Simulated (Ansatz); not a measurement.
**ZrB2: squeezing one contact**

One table from this session's results is given with a row withheld; the runs are named, their logs left out.

Computed with Ansatz 0.2.0 (DFT PBE, with the methods named in each step, unless a step's input says otherwise).

2 further runs of the same task are left out: 1 that didn't finish, 1 set aside as unsound or not needed.

### The starting structure

Symmetry: P6/mmm, No. 191, hexagonal system. Conventional cell: a = 3.168 Å, b = 3.168 Å, c = 3.552 Å, α = 90.00°, β = 90.00°, γ = 120.00°. Around Zr (site symmetry 6/mmm) lie 12 B at 2.55 Å. Around B (site symmetry -6m2) lie 3 B at 1.83 Å and 6 Zr at 2.55 Å.

Coordinates:

```xyz
3
Lattice="3.1675 0.0000 0.0000 -1.5838 2.7432 0.0000 0.0000 0.0000 3.5524" Properties=species:S:1:pos:R:3 pbc="T T T"
Zr    0.0000    0.0000    0.0000
B     0.0000    1.8288    1.7762
B     1.5838    0.9144    1.7762
```

Atoms are numbered in the order of the input: Zr1, B2, B3.

The first run:

Input file input.yaml:

```yaml
crystal:
  lattice:
    - [3.1675246616, 0.0, 0.0]
    - [-1.5837623308, 2.743156824, 0.0]
    - [0.0, 0.0, 3.55238806]
  atoms:
    - { symbol: Zr, position: [0.0, 0.0, 0.0] }
    - { symbol: B, position: [0.3333333333, 0.6666666667, 0.5] }
    - { symbol: B, position: [0.6666666667, 0.3333333333, 0.5] }
kpoints:
  mp_grid: { grid: [11, 11, 9] }
scf:
  occupations: { method: fermi_dirac, width: 0.05 }
hamiltonian:
  xc: pbe
  pseudopotentials: { kind: all_electron, lapw: { basis_error: 0.001 } }
output:
  forces: true
  stress: true
  eigenvalues: true
  populations: true
```

On the command line:

```bash
$ ansatz run input.yaml --threads 1 --pin off --max-ram 3072MiB --backend cpu --events-out ev --progress --plain --runs-dir out
```

Steps of the session up to this table: The bond as given, LAPW; Shortest bond scaled by 1, crystal datasets; Shortest bond scaled by 0.82, LAPW; Shortest bond scaled by 0.76, LAPW; Shortest bond scaled by 0.64, LAPW; Shortest bond scaled by 0.58, LAPW; Shortest bond scaled by 0.58, crystal datasets.

One of the session's tables, all rows but one given; the rest of the session is left out.

| method | length (Å) | force along the bond (eV/Å) | pressure (GPa) | largest force (eV/Å) |
| --- | --- | --- | --- | --- |
| LAPW | 1.061 | 46.238 | 83.21 | 46.238 |
| LAPW | 1.170 | 28.885 | 55.30 | 28.885 |
| LAPW | 1.390 | 10.784 | 20.11 | 10.784 |
| LAPW | 1.500 | 6.344 | 10.26 | 6.344 |
| LAPW | 1.829 | 0.000 | -0.06 | 0.000 |
| PAW | 1.061 | 45.940 | 82.62 | 45.940 |
| PAW | 1.170 | 28.735 | 54.93 | 28.735 |
| PAW | 1.390 | ? | ? | ? |
| PAW | 1.500 | 6.347 | 10.22 | 6.347 |
| PAW | 1.829 | 0.000 | -0.10 | 0.000 |
| PAW (cutoff 600 eV) | 1.061 | 45.936 | 82.61 | 45.936 |
| crystal datasets | 1.061 | 46.238 | 83.20 | 46.238 |
| crystal datasets | 1.829 | 0.000 | -0.06 | 0.000 |

**Question.** Estimate the row for PAW, 1.390.

As computed: force along the bond (eV/Å): 10.779; pressure (GPa): 20.03; largest force (eV/Å): 10.779. In the column «force along the bond (eV/Å)» it lies between PAW, 1.500 (6.347) and LAPW, 1.390 (10.784).

Limits of these values: Rows by PAW come from runs of the same series that aren't printed here. Warnings in the runs' records: gradients without spin orbit, crystal datasets made.
